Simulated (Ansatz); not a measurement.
# AlN

Computed with Ansatz (plane waves, PAW, 420 eV cutoff): PBEsol, scalar-relativistic, no spin polarisation, Γ-centred 14×14×14 mesh, 0.05 eV Gaussian smearing. The datasets are Ansatz's generated set soft_2.

```
Al N
1.0
     0.00000    2.02261    2.02261
     2.02261    0.00000    2.02261
     2.02261    2.02261    0.00000
Al N
1 1
Direct
  0.00000 0.00000 0.00000
  0.50000 0.50000 0.50000
```

The chain of runs began from a cell as deposited in COD, expanded in volume.

Problem. Which orbitals make up the states within about 0.6 eV of each band edge?

Solution. Valence edge: N 2p 96 %. Conduction edge: Al 3s 85 %, N 2s 9 %. Shares are among the projected shells; the gap is 4.55 eV.

Density of states (tetrahedra, averaged over 0.3 eV; states/eV per cell of 2 atoms; energy in eV from the Fermi level):

```csv
E (eV),DOS
-7.60,0.53
-7.30,0.56
-7.00,0.57
-6.70,0.58
-6.40,0.58
-6.10,0.62
-5.80,0.71
-5.50,0.81
-5.20,1.02
-4.90,1.18
-4.60,1.18
-4.30,1.19
-4.00,1.19
-3.70,1.22
-3.40,1.16
-3.10,0.73
-2.80,0.51
-2.50,0.30
-2.20,0.02
-1.90,0.00
-1.60,0.00
-1.30,0.00
-1.00,0.00
-0.70,0.00
-0.40,0.00
-0.10,0.00
0.20,0.00
0.50,0.00
0.80,0.00
1.10,0.00
1.40,0.00
1.70,0.00
2.00,0.00
2.30,0.01
2.60,0.07
2.90,0.13
3.20,0.21
3.50,0.28
3.80,0.38
4.10,0.54
4.40,0.72
4.70,0.96
5.00,1.22
5.30,1.18
5.60,1.16
5.90,0.75
```

Formal charges Al³⁺, N³⁻ balance and leave closed shells on every ion, so a band insulator is expected, and the gap is 4.55 eV.

The lowest excitation takes an electron from N back to Al, as in ionic insulators.

Kohn–Sham gaps of semilocal functionals lie under measured ones, often by a third or more.
